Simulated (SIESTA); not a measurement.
The system is BAs.

```
CELL_PARAMETERS angstrom
0.00000 2.38850 2.38850
2.38850 0.00000 2.38850
2.38850 2.38850 0.00000
ATOMIC_POSITIONS crystal
As 0.75000 0.75000 0.75000
B 0.00000 0.00000 0.00000
```

Base run:

```yaml
Program: SIESTA 5.4.2
Functional: xPBE
Potentials_or_basis: PseudoDojo 0.4 standard (PBE files)
Basis: DZP (energy shift 0.002 Ry)
Grid_cutoff: 500 Ry
Energy_shift: 0.002 Ry
k_mesh: 10 × 10 × 10
Occupations: fermi-dirac, width 0.05 eV
Spin: no spin polarisation
```

Its results: band gap on the k mesh 1.52 eV, indirect (least direct gap 3.43 eV); pressure 7.8 GPa.

Q: After a change of settings the same cell gave: band gap on the k mesh 1.22 eV, indirect (least direct gap 3.32 eV); pressure 4.9 GPa. Which change was it?
A. functional from xPBE to PBE; potentials or basis from PseudoDojo 0.4 standard (PBE files) to SG15 1.2 NC or PseudoDojo by element (PBE files); valence electrons from 18 to 8
B. functional from xPBE to BLYP
C. functional from xPBE to AM05; potentials or basis from PseudoDojo 0.4 standard (PBE files) to PseudoDojo 0.4 standard (PBEsol files)

A: A.

Caveats: semicore shells carry a single zeta, which can move pressures by several GPa and volumes by a few percent; the basis of atomic orbitals isn't converged, which shifts pressures, moduli and gaps; the potentials were made for another functional, which shifts forces and pressure (some runs).
